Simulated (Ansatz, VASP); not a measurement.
Two plane-wave programs on SiC

File INCAR:

```
SYSTEM = SiC
PREC = Accurate
ENCUT = 520
EDIFF = 1E-6
ISMEAR = 0
SIGMA = 0.05
LREAL = .FALSE.
LASPH = .TRUE.
NELM = 60
ALGO = Normal
ISIF = 2
LWAVE = .FALSE.
LCHARG = .FALSE.
GGA = PE
NBANDS = 11
```

KPOINTS

```
Automatic mesh
0
G
  12 12 12
  0 0 0
```

The input POSCAR:

```
SiC
1.0
    0.0000000000      2.2186432204      2.2186432204
    2.2186432204      0.0000000000      2.2186432204
    2.2186432204      2.2186432204      0.0000000000
Si C
1 1
Direct
    0.0000000000      0.0000000000      0.0000000000
    0.7500000000      0.7500000000      0.7500000000
```

Input for Ansatz:

```yaml
crystal:
  lattice:
    - [0.0, 2.2186432204, 2.2186432204]
    - [2.2186432204, 0.0, 2.2186432204]
    - [2.2186432204, 2.2186432204, 0.0]
  atoms:
    - { symbol: Si, position: [0.0, 0.0, 0.0] }
    - { symbol: C, position: [0.75, 0.75, 0.75] }
basis:
  ecutwfc: 520.0
kpoints:
  mp_grid: { grid: [12, 12, 12] }
hamiltonian:
  xc: pbe
  pseudopotentials: { kind: paw, azcp: { folder: soft_1 } }
scf:
  occupations: { method: gaussian, width: 0.05 }
output:
  forces: true
  stress: true
  eigenvalues: true
```

Alike in both runs: task single point; functional PBE; k mesh 12 × 12 × 12; occupations gaussian, width 0.05 eV; no spin polarisation.

|  | VASP | Ansatz |
| --- | --- | --- |
| version | VASP 6.6.1 | Ansatz 0.2.0 |
| potentials or method | VASP PAW PBE potentials, release 64 (Si, C) | scalar-relativistic, plane waves, PAW |
| plane-wave cutoff (eV) | 520 | 520 |
| valence electrons in the cell | 8 | 8 |

VASP gave:

```
gap on the k mesh at the Fermi level (eV) : 1.41
least direct gap on the mesh (eV)         : 4.48
pressure (GPa)                            : -7.7
```

**Question.** What did Ansatz give for the same quantities?

**Answer.** gap on the k mesh at the Fermi level (eV): 1.41; least direct gap on the mesh (eV): 4.49; pressure (GPa): -7.7.

With one functional, cell and mesh, what is left measures potentials, basis and numerics.

A k mesh can miss the band edges.
